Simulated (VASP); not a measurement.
# SnO (Cmc2_1) in VASP: single point with PBE+D3(BJ)

Aim: the single point of SnO with PBE+D3(BJ).

Everything below comes from runs of VASP 6.6.1. Logs are shortened: lines on timing, memory, paths and dates and some standing lists are left out, and cuts for length are marked.

**1. The crystal as given**

It takes space group Cmc2_1 (No. 36, orthorhombic). Conventional cell: a = 5.000 Å, b = 5.720 Å, c = 11.120 Å, α = 90.00°, β = 90.00°, γ = 90.00°. Sn (site symmetry m) is surrounded by 2 O at 2.15 Å. Sn (site symmetry m) has 2 O at 1.99 Å as nearest neighbours. Around O (site symmetry 1) lie 1 O at 1.80 Å and 1 Sn at 1.99 Å.

**2. Single point, PBE+D3(BJ)**

Contents of INCAR:

```
PREC = Accurate ; ENCUT = 520
EDIFF = 1E-6 ; ISMEAR = 0
SIGMA = 0.1 ; LREAL = F
LASPH = T ; NELM = 100
ALGO = Fast ; ISIF = 2
LWAVE = F ; LCHARG = F
GGA = PE ; IVDW = 12
NBANDS = 50
```

Contents of KPOINTS:

```
regular mesh
0
Gamma
  6 6 2
```

Contents of POSCAR:

```
SnO
1.0
    2.5000000000     -2.8600000000      0.0000000000
    2.5000000000      2.8600000000      0.0000000000
    0.0000000000      0.0000000000     11.1200000000
Sn O
4 4
Direct
    0.0000000000      0.0000000000      0.0000000000
    0.0000000000      0.0000000000      0.5000000000
    0.5590000000      0.4410000000      0.2540000000
    0.4410000000      0.5590000000      0.7540000000
    0.9300000000      0.4300000000      0.3800000000
    0.0700000000      0.5700000000      0.8800000000
    0.5700000000      0.0700000000      0.3800000000
    0.4300000000      0.9300000000      0.8800000000
```

Potentials or basis: VASP PAW PBE potentials, release 64 (Sn_d, O).

Started as:

```console
cat potpaw_PBE.64/Sn_d/POTCAR potpaw_PBE.64/O/POTCAR > POTCAR
mpirun -np 1 vasp_std > vasp.out
```

OUTCAR:

```text
PREC = Accurate
   ENCUT = 520
   EDIFF = 1E-6
   ISMEAR = 0
   LREAL = F
   LASPH = T
   NELM = 100
   ISIF = 2
   GGA = PE
   IVDW = 12
 IVDW          = 12

 ion  position               nearest neighbor table
   1  0.000  0.000  0.000-   6 2.15   8 2.15   6 2.53   8 2.53   4 3.72   4 3.72   4 3.72
   2  0.000  0.000  0.500-   5 2.15   7 2.15   7 2.53   5 2.53   3 3.72   3 3.72   3 3.72
   3  0.559  0.441  0.254-   5 1.99   7 1.99   7 2.77   5 2.77   2 3.72   2 3.72   2 3.72
   4  0.441  0.559  0.754-   6 1.99   8 1.99   6 2.77   8 2.77   1 3.72   1 3.72   1 3.72
   5  0.930  0.430  0.380-   7 1.80   3 1.99   2 2.15   2 2.53   3 2.77
   6  0.070  0.570  0.880-   8 1.80   4 1.99   1 2.15   1 2.53   4 2.77
   7  0.570  0.070  0.380-   5 1.80   3 1.99   2 2.15   2 2.53   3 2.77
   8  0.430  0.930  0.880-   6 1.80   4 1.99   1 2.15   1 2.53   4 2.77

  LATTYP: Found a base centered orthorhombic cell.
 ALAT       =     5.0000000000
 B/A-ratio  =     1.1440000000
 C/A-ratio  =     2.2240000000

  Lattice vectors:

 A1 = (   2.5000000000,  -2.8600000000,   0.0000000000)
 A2 = (   2.5000000000,   2.8600000000,   0.0000000000)
 A3 = (   0.0000000000,   0.0000000000,  11.1200000000)

Analysis of symmetry for initial positions (statically):
=====================================================================
 Subroutine PRICEL returns:
 Original cell was already a primitive cell.

 Routine SETGRP: Setting up the symmetry group for a
 base centered orthorhombic supercell.

 Subroutine GETGRP returns: Found  4 space group operations
 (whereof  2 operations were pure point group operations)
 out of a pool of  8 trial point group operations.

The static configuration has the point symmetry C_1h.
 The point group associated with its full space group is C_2v.

Analysis of symmetry for dynamics (positions and initial velocities):
=====================================================================
 Subroutine PRICEL returns:
 Original cell was already a primitive cell.

 Routine SETGRP: Setting up the symmetry group for a
 base centered orthorhombic supercell.

 Subroutine GETGRP returns: Found  4 space group operations
 (whereof  2 operations were pure point group operations)
 out of a pool of  8 trial point group operations.

The dynamic configuration has the point symmetry C_1h.
 The point group associated with its full space group is C_2v.

 Subroutine INISYM returns: Found  4 space group operations
 (whereof  2 operations are pure point group operations),
 and found     1 'primitive' translations

----------------------------------------------------------------------------------------
[... 115 lines left out ...]
   PSTRESS=    0.0 pullay stress
   NELECT =      80.0000    total number of electrons
   NUPDOWN=      -1.0000    fix difference up-down
   EMIN   =  10.00;   EMAX   =-10.00  energy-range for DOS
   EFERMI =   0.00;   METHOD = LEGACY
   ISMEAR =     0;   SIGMA  =   0.10  broadening in eV -4-tet -1-fermi 0-gaus
   EFERMI_NEDOS =   21; number of points for ismear=-14 and -15
   IALGO  =     68    algorithm
   IMIX   =      4    mixing-type and parameters
     AMIX     =   0.40;   BMIX     =  1.00
     AMIX_MAG =   1.60;   BMIX_MAG =  1.00
  volume/ion in A,a.u.               =      19.88       134.14
  Fermi-wavevector in a.u.,A,eV,Ry     =   1.302041  2.460500 23.066092  1.695310
  Thomas-Fermi vector in A             =   2.433135
   LORBIT       =      0    0 simple, 1 ext, 2 COOP (PROOUT), +10 PAW based schemes
   GGA     = PE    functional components
   LHFCALC =     F    Hartree Fock is set to
   AEXX    =    0.0000 exact exchange contribution
   IVDW    =    12    specifies the selected vdW correction
   LEPSILON=     F    determine dielectric tensor
   LRPA    =     F    only Hartree local field effects (RPA)
 non-spin polarized calculation
 RMM-DIIS sequential band-by-band and
 Gauss-broadening in eV      SIGMA  =   0.10
  energy-cutoff  :      520.00
  volume of cell :      159.02
 maximum number of plane-waves:      4324
   NGX = 15   NGY = 15   NGZ = 41

 number of electron      80.0000004 magnetization

 Free energy of the ion-electron system (eV)
  ---------------------------------------------------
  ext. energy  EPLUGINS =         0.00000000
  ---------------------------------------------------
  free energy    TOTEN  =       -37.84099842 eV

  energy without entropy =      -37.82185695  energy(sigma->0) =      -37.83142769

 E-fermi :   6.3531     XC(G=0):  -9.6257

 val. band max:        6.3431637699   @ k =  -0.1667   0.1667   0.0000
 cond. band min:       6.3562630196   @ k =   0.5000   0.3333   0.0000
 fundamental gap:      0.0130992497
 Fermi energy:         6.3531000247

 k-point     1 :       0.0000    0.0000    0.0000
  band No.  band energies     occupation
      1     -16.4363      2.00000
      2     -16.4322      2.00000
      3     -16.0360      2.00000
      4     -16.0307      2.00000
      5     -15.8419      2.00000
      6     -15.8369      2.00000
[... 1261 lines left out ...]
     49      10.7772      0.00000
     50      11.3719      0.00000

 [... further k-points ...]

------------------------ aborting loop because EDIFF is reached ----------------------------------------

 Edisp (eV)   -1.66094

 E8    (eV) :    -0.7228

  FORCE on cell =-STRESS in cart. coord.  units (eV):
  Direction    XX          YY          ZZ          XY          YZ          ZX
  --------------------------------------------------------------------------------------
  -------------------------------------------------------------------------------------
  Total      28.77708    -1.09611    -1.90451     0.00000     0.00000     0.00000
  in kB     289.94555   -11.04398   -19.18908     0.00000     0.00000     0.00000
  external pressure =       86.57 kB  Pullay stress =        0.00 kB

 VOLUME and BASIS-vectors are now :
 -----------------------------------------------------------------------------
  energy-cutoff  :      520.00
  volume of cell :      159.02
      direct lattice vectors                 reciprocal lattice vectors
     2.500000000 -2.860000000  0.000000000     0.200000000 -0.174825175  0.000000000
     2.500000000  2.860000000  0.000000000     0.200000000  0.174825175  0.000000000
     0.000000000  0.000000000 11.120000000     0.000000000  0.000000000  0.089928058

 POSITION                                       TOTAL-FORCE (eV/Angst)
 -----------------------------------------------------------------------------------
      0.00000      0.00000      0.00000         0.000000      0.947314     -0.989960
      0.00000      0.00000      5.56000         0.000000     -0.947314     -0.989960
      2.50000     -0.33748      2.82448         0.000000      2.246023     -1.224406
      2.50000      0.33748      8.38448         0.000000     -2.246023     -1.224406
      3.40000     -1.43000      4.22560         8.786863     -0.593671      1.107183
      1.60000      1.43000      9.78560        -8.786863      0.593671      1.107183
      1.60000     -1.43000      4.22560        -8.786863     -0.593671      1.107183
      3.40000      1.43000      9.78560         8.786863      0.593671      1.107183
 -----------------------------------------------------------------------------------
    total drift:                                0.000000     -0.000000      0.000621

  FREE ENERGIE OF THE ION-ELECTRON SYSTEM (eV)
  ---------------------------------------------------
  free  energy   TOTEN  =       -39.5019406294 eV

  energy  without entropy=      -39.4827991566  energy(sigma->0) =      -39.49236989
```

OSZICAR:

```text
N       E                     dE             d eps       ncg     rms          rms(c)
DAV:   1     0.106180870057E+04    0.10618E+04   -0.37784E+04  2792   0.234E+03
DAV:   2     0.173319273068E+03   -0.88849E+03   -0.84914E+03  2656   0.678E+02
DAV:   3    -0.282691014692E+02   -0.20159E+03   -0.18951E+03  2998   0.245E+02
DAV:   4    -0.474469882672E+02   -0.19178E+02   -0.18650E+02  3076   0.776E+01
DAV:   5    -0.480765839375E+02   -0.62960E+00   -0.62748E+00  3152   0.148E+01    0.192E+01
RMM:   6    -0.398684559761E+02    0.82081E+01   -0.37761E+01  3264   0.215E+01    0.130E+01
RMM:   7    -0.379707779456E+02    0.18977E+01   -0.50341E+00  3282   0.118E+01    0.382E+00
RMM:   8    -0.378498273363E+02    0.12095E+00   -0.91007E-01  3763   0.379E+00    0.220E+00
RMM:   9    -0.378312899644E+02    0.18537E-01   -0.23130E-01  3636   0.240E+00    0.347E-01
RMM:  10    -0.378393593518E+02   -0.80694E-02   -0.67756E-02  4302   0.117E+00    0.298E-01
RMM:  11    -0.378404292881E+02   -0.10699E-02   -0.90003E-03  3884   0.412E-01    0.184E-01
RMM:  12    -0.378410099765E+02   -0.58069E-03   -0.20455E-03  3367   0.226E-01    0.790E-02
RMM:  13    -0.378409804816E+02    0.29495E-04   -0.63260E-04  4015   0.115E-01    0.156E-02
RMM:  14    -0.378409956738E+02   -0.15192E-04   -0.11828E-04  4113   0.461E-02    0.161E-02
RMM:  15    -0.378410005249E+02   -0.48511E-05   -0.33957E-05  3219   0.235E-02    0.144E-02
RMM:  16    -0.378409983760E+02    0.21489E-05   -0.74525E-06  3122   0.128E-02    0.288E-03
RMM:  17    -0.378409984232E+02   -0.47270E-07   -0.21425E-06  2291   0.691E-03
   1 F= -.39501941E+02 E0= -.39492370E+02  d E =-.191415E-01
```

stdout:

```text
POSCAR found type information on POSCAR SnO
 POSCAR found :  2 types and       8 ions
 scaLAPACK will be used
 LDA part: xc-table for (Slater+PW92), standard interpolation
 POSCAR, INCAR and KPOINTS ok, starting setup
 FFT: planning ... GRIDC
 FFT: planning ... GRID_SOFT
 FFT: planning ... GRID
 WAVECAR not read
 entering main loop
WARNING in EDDRMM: call to ZHEGV failed, returncode =   8  4     46
```

Run time: 2.4 min. Hardware: 1 thread of AMD EPYC 9R45 (Zen 5), shared host; peak memory 0.3 GiB.

What came out:

```
Free energy                : -39.5019 eV
Pressure                   : 8.7 GPa
Largest force              : 8.876 eV/Å
Band gap on the k mesh     : none (metal or under the smearing width)
Dispersion energy per atom : -0.208 eV
```

Forces on the atoms (eV/Å):
```
Sn   0.000  0.947 -0.990
Sn   0.000 -0.947 -0.990
Sn   0.000  2.246 -1.224
Sn   0.000 -2.246 -1.224
O    8.787 -0.594  1.107
O   -8.787  0.594  1.107
O   -8.787 -0.594  1.107
O    8.787  0.594  1.107
```

Levels at points of the mesh, in eV from the Fermi level:
```tsv
k point	band 36	band 37	band 38	band 39	band 40	band 41	band 42	band 43	band 44	band 45
(0.00, 0.00, 0.00)	-3.31	-3.29	-1.59	-0.11	-0.07	0.85	2.21	2.31	2.58	2.98
(0.50, 0.00, 0.00)	-3.65	-2.96	-2.63	-1.60	-1.39	0.83	0.85	1.15	1.32	3.64
(0.50, 0.50, 0.00)	-2.84	-2.37	-2.36	-0.87	-0.71	-0.05	0.34	0.41	1.37	1.47
(0.00, 0.00, 0.50)	-3.30	-2.57	-2.57	-0.09	-0.09	1.50	1.50	2.72	2.72	2.83
(0.50, 0.00, 0.50)	-3.80	-2.91	-2.91	-1.43	-1.43	0.64	0.64	1.45	1.45	3.61
(0.50, 0.50, 0.50)	-2.90	-2.37	-2.37	-0.45	-0.45	-0.31	-0.31	0.61	0.61	2.59
```

Caveat: pairwise dispersion overbinds metals, which lowers pressure and volume; forces of over 1 eV/Å show positions far from the minimum, so gaps and moduli don't describe the material at rest.
